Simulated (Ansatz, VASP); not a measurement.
# In in VASP and in Ansatz

```
CELL_PARAMETERS angstrom
0.00000 2.35565 2.35565
2.35565 0.00000 2.35565
2.35565 2.35565 0.00000
ATOMIC_POSITIONS crystal
In 0.00000 0.00000 0.00000
```

The cell was built by a generator and needn't be a form met in nature.

Alike in both runs: task relaxation of cell and atoms; functional PBEsol; k mesh 12 × 12 × 12; occupations fermi-dirac, width 0.1 eV; no spin polarisation.

|  | VASP | Ansatz |
| --- | --- | --- |
| version | VASP 6.6.1 | Ansatz 0.2.0 |
| potentials or method | VASP PAW PBE potentials, release 64 (In_d) | plane waves (420 eV) with PAW, scalar-relativistic |
| plane-wave cutoff (eV) | 600 | 420 |
| valence electrons in the cell | 13 | 13 |

Ansatz gave:

| Quantity | Value |
| --- | --- |
| relaxed volume (Å³/atom) | 25.53 |
| relaxed cell length with the largest relative difference (Å) | 3.305 |
| energy change over the relaxation (meV/atom) | -2 |

Task: What did VASP give for the same quantities?

Result: Relaxed volume (Å³/atom): 25.56; relaxed cell length with the largest relative difference (Å): 3.306; energy change over the relaxation (meV/atom): -2.

Ansatz warned: «pseudo_functional_mismatch».

Caveats: the PAW data sets were made with another functional, which shifts forces and pressure a little (VASP).
